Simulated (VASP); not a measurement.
# CoSi (Pm-3m) in VASP: further runs, part 2 of 2

VASP 6.6.1. The steps go on from the part before.

## (3) Single point, PBEsol, collinear spin, ferromagnetic start

Input file INCAR:

```
ADDGRID = False
ALGO = Normal
EDIFF = 1E-7
ENCUT = 550
GGA = PS
ISIF = 2
ISMEAR = 1
ISPIN = 2
LASPH = True
LCHARG = False
LMAXMIX = 4
LORBIT = 11
LREAL = False
LWAVE = False
MAGMOM = 2 0
NELM = 100
PREC = Accurate
SIGMA = 0.1
```

Input file KPOINTS:

```
k-points
0
Gamma
  12 12 12
```

Input file POSCAR:

```
CoSi
1.0
    2.7813340000      0.0000000000      0.0000000000
    0.0000000000      2.7813340000      0.0000000000
    0.0000000000      0.0000000000      2.7813340000
Co Si
1 1
Direct
    0.0000000000      0.0000000000      0.0000000000
    0.5000000000      0.5000000000      0.5000000000
```

Potentials or basis: VASP PAW PBE potentials, release 64 (Co, Si).

Run with:

```sh
$ cat potpaw_PBE.64/Co/POTCAR potpaw_PBE.64/Si/POTCAR > POTCAR
$ mpirun -np 1 vasp_std > vasp.out
```

OUTCAR:

```text
EDIFF = 1E-7
   ENCUT = 550
   GGA = PS
   ISIF = 2
   ISMEAR = 1
   ISPIN = 2
   LASPH = True
   LORBIT = 11
   LREAL = False
   NELM = 100
   PREC = Accurate

 Found     84 irreducible k-points:

 Following reciprocal coordinates:
            Coordinates               Weight
  0.000000  0.000000  0.000000      1.000000
  0.083333  0.000000  0.000000      6.000000
  0.166667  0.000000  0.000000      6.000000
  0.250000  0.000000  0.000000      6.000000
  0.333333  0.000000  0.000000      6.000000
  0.416667  0.000000  0.000000      6.000000
   k-points           NKPTS =     84   k-points in BZ     NKDIM =     84   number of bands    NBANDS=     11
   number of dos      NEDOS =    301   number of ions     NIONS =      2
   total plane-waves  NPLWV =  13824
   dimension x,y,z NGX =    24 NGY =   24 NGZ =   24
   dimension x,y,z NGXF=    48 NGYF=   48 NGZF=   48
   ions per type =               1   1
   NGX,Y,Z   is equivalent  to a cutoff of  14.35, 14.35, 14.35 a.u.
   NGXF,Y,Z  is equivalent  to a cutoff of  28.69, 28.69, 28.69 a.u.
 SYSTEM =  unknown system
   PREC   = accura    normal or accurate (medium, high low for compatibility)
   ISTART =      0    job   : 0-new  1-cont  2-samecut
   ICHARG =      2    charge: 1-file 2-atom 10-const
   ISPIN  =      2    spin polarized calculation?
   LNONCOLLINEAR =      F non collinear calculations
   LSORBIT =      F    spin-orbit coupling
   LASPH  =      T    aspherical Exc in radial PAW
   ENCUT  =  550.0 eV  40.42 Ry    6.36 a.u.   5.32  5.32  5.32*2*pi/ulx,y,z
   NELM   =    100;   NELMIN=  2; NELMDL= -5     # of ELM steps
   EDIFF  = 0.1E-06   stopping-criterion for ELM
   LREAL  =      F    real-space projection
   EDIFFG = 0.1E-05   stopping-criterion for IOM
   NSW    =      0    number of steps for IOM
   IBRION =     -1    ionic relax: 0-MD 1-quasi-New 2-CG
   NFREE  =      0    steps in history (QN), initial steepest desc. (CG)
   ISIF   =      2    stress and relaxation
   ISYM   =      2    0-nonsym 1-usesym 2-fastsym
   POTIM  = 0.5000    time-step for ionic-motion
   TEBEG  =    0.0;   TEEND  =   0.0 temperature during run
   PSTRESS=    0.0 pullay stress
   NELECT =      13.0000    total number of electrons
   NUPDOWN=      -1.0000    fix difference up-down
   EMIN   =  10.00;   EMAX   =-10.00  energy-range for DOS
   EFERMI =   0.00;   METHOD = LEGACY
   ISMEAR =     1;   SIGMA  =   0.10  broadening in eV -4-tet -1-fermi 0-gaus
   EFERMI_NEDOS =   21; number of points for ismear=-14 and -15
   IALGO  =     38    algorithm
   IMIX   =      4    mixing-type and parameters
     AMIX     =   0.40;   BMIX     =  1.00
     AMIX_MAG =   1.60;   BMIX_MAG =  1.00
  volume/ion in A,a.u.               =      10.76        72.60
  Fermi-wavevector in a.u.,A,eV,Ry     =   1.384000  2.615381 26.061367  1.915456
  Thomas-Fermi vector in A             =   2.508545
   LORBIT       =     11    0 simple, 1 ext, 2 COOP (PROOUT), +10 PAW based schemes
   GGA     = PS    functional components
   LHFCALC =     F    Hartree Fock is set to
   AEXX    =    0.0000 exact exchange contribution
   IVDW    =     0    specifies the selected vdW correction
   LEPSILON=     F    determine dielectric tensor
   LRPA    =     F    only Hartree local field effects (RPA)
 spin polarized calculation
 Methfessel and Paxton  Order N= 1 SIGMA  =   0.10
  energy-cutoff  :      550.00
  volume of cell :       21.52
 maximum number of plane-waves:       648
 NGX is ok and might be reduce to    24
   NGX = 11   NGY = 11   NGZ = 11

 number of electron      13.0000003 magnetization       0.5397189

 Free energy of the ion-electron system (eV)
  ---------------------------------------------------
  ext. energy  EPLUGINS =         0.00000000
  ---------------------------------------------------
  free energy    TOTEN  =       -14.53164687 eV

  energy without entropy =      -14.52952070  energy(sigma->0) =      -14.53093815

 E-fermi :  12.7485     XC(G=0): -13.0476

 val. band max:       12.7407231880   @ k =   0.4167   0.2500   0.0000
 cond. band min:      12.7535722290   @ k =   0.5000   0.4167   0.3333
 fundamental gap:      0.0128490410
 Fermi energy:        12.7485475687

 spin component 1

 k-point     1 :       0.0000    0.0000    0.0000
  band No.  band energies     occupation
      1      -1.5284      1.00000
      2       8.6076      1.00000
      3       8.6076      1.00000
      4      11.1649      1.00000
      5      11.1649      1.00000
      6      11.1649      1.00000
      7      15.7063      0.00000
      8      15.7063      0.00000
      9      15.7063      0.00000
     10      20.1878      0.00000
     11      20.1878      0.00000

 k-point     2 :       0.0833    0.0000    0.0000
  band No.  band energies     occupation
      1      -1.3946      1.00000
      2       8.5414      1.00000
      3       8.6520      1.00000
      4      11.0482      1.00000
      5      11.0482      1.00000
      6      11.1747      1.00000
      7      14.8424      0.00000
      8      15.9375      0.00000
      9      15.9375      0.00000
     10      20.1458      0.00000
     11      20.9817      0.00000
[... 43 lines left out ...]
 k-point     6 :       0.4167    0.0000    0.0000
  band No.  band energies     occupation
      1       1.5907      1.00000
      2       4.7806      1.00000
      3       9.2877      1.00000
      4       9.9769      1.00000
      5       9.9769      1.00000
      6      11.3043      1.00000
      7      12.0119      1.00000
      8      19.4661      0.00000
      9      19.8369      0.00000
     10      19.8369      0.00000
     11      23.2409      0.00000

 [... further k-points ...]

 spin component 2

 k-point     1 :       0.0000    0.0000    0.0000
  band No.  band energies     occupation
      1      -1.5046      1.00000
      2       9.1506      1.00000
      3       9.1506      1.00000
      4      11.5436      1.00000
      5      11.5436      1.00000
      6      11.5436      1.00000
      7      15.7322      0.00000
      8      15.7322      0.00000
      9      15.7322      0.00000
     10      20.4410      0.00000
     11      20.4410      0.00000

 k-point     2 :       0.0833    0.0000    0.0000
  band No.  band energies     occupation
      1      -1.3709      1.00000
      2       9.0525      1.00000
      3       9.2002      1.00000
      4      11.4161      1.00000
      5      11.4161      1.00000
      6      11.5539      1.00000
      7      14.9579      0.00000
      8      15.9734      0.00000
      9      15.9734      0.00000
     10      20.3854      0.00000
     11      21.1824      0.00000
[... 43 lines left out ...]
 k-point     6 :       0.4167    0.0000    0.0000
  band No.  band energies     occupation
      1       1.6140      1.00000
      2       4.8562      1.00000
      3       9.9236      1.00000
      4      10.2872      1.00000
      5      10.2872      1.00000
      6      11.6902      1.00000
      7      12.7565      0.43272
      8      19.4890      0.00000
      9      19.9239      0.00000
     10      19.9239      0.00000
     11      23.2998      0.00000

 [... further k-points ...]

------------------------ aborting loop because EDIFF is reached ----------------------------------------

  FORCE on cell =-STRESS in cart. coord.  units (eV):
  Direction    XX          YY          ZZ          XY          YZ          ZX
  --------------------------------------------------------------------------------------
  -------------------------------------------------------------------------------------
  Total       -0.9183472     -0.9183472     -0.9183472      0.0000000      0.0000000     -0.0000000
  in kB      -68.3845632    -68.3845632    -68.3845632      0.0000000      0.0000000     -0.0000000
  external PRESSURE =     -68.3845632 kB  Pullay stress =       0.0000000 kB

 VOLUME and BASIS-vectors are now :
 -----------------------------------------------------------------------------
  energy-cutoff  :      550.00
  volume of cell :       21.52
      direct lattice vectors                 reciprocal lattice vectors
     2.781334000  0.000000000  0.000000000     0.359539703  0.000000000  0.000000000
     0.000000000  2.781334000  0.000000000     0.000000000  0.359539703  0.000000000
     0.000000000  0.000000000  2.781334000     0.000000000  0.000000000  0.359539703

 POSITION                                       TOTAL-FORCE (eV/Angst)
 -----------------------------------------------------------------------------------
      0.00000      0.00000      0.00000         0.000000      0.000000      0.000000
      1.39067      1.39067      1.39067         0.000000      0.000000      0.000000
 -----------------------------------------------------------------------------------
    total drift:                                0.000000      0.000000      0.000000

  FREE ENERGIE OF THE ION-ELECTRON SYSTEM (eV)
  ---------------------------------------------------
  free  energy   TOTEN  =       -14.5316468725 eV

  energy  without entropy=      -14.5295206989  energy(sigma->0) =      -14.53093815

 total charge

# of ion       s       p       d       tot
------------------------------------------
    1        0.441   0.593   7.584   8.618
    2        0.706   0.863   0.000   1.568
--------------------------------------------------
tot          1.146   1.456   7.584  10.187

 magnetization (x)

# of ion       s       p       d       tot
------------------------------------------
    1        0.008   0.002   0.525   0.535
    2        0.003   0.012   0.000   0.014
--------------------------------------------------
tot          0.010   0.014   0.525   0.549
```

It took 14 s on 1 thread of Intel Xeon 6975P-C (Granite Rapids), shared host; peak memory 0.17 GiB.

These settings aren't checked as converged: the numbers below hold their error.

What came out:

```yaml
Free_energy: -14.5316 eV
Pressure: -6.8 GPa
Band_gap_on_the_k_mesh: none (metal or under the smearing width)
Net_moment: 0.54 μB per cell
Site_moments: Co +0.54; Si +0.01 μB
Valence_electrons_inside_the_program's_atomic_spheres: Co 8.62; Si 1.57
```

Caveat: the PAW data sets were made with another functional, which shifts forces and pressure a little.

## (4) For comparison

An earlier run on the cell as given: functional PBE; potentials or basis VASP PAW PBE potentials, release 64 (Co, Si); cutoff 520 eV; k mesh 10 × 10 × 10; occupations fermi-dirac, width 0.05 eV; collinear spin, ferromagnetic start; starting moments [2.0, 0.0] μB.

* Pressure: 0.6 GPa
* Band gap on the k mesh: none (metal or under the smearing width)
* Net moment: 0.54 μB per cell
* Site moments: Co +0.54; Si +0.01 μB
* Valence electrons inside the program's atomic spheres: Co 8.61; Si 1.57
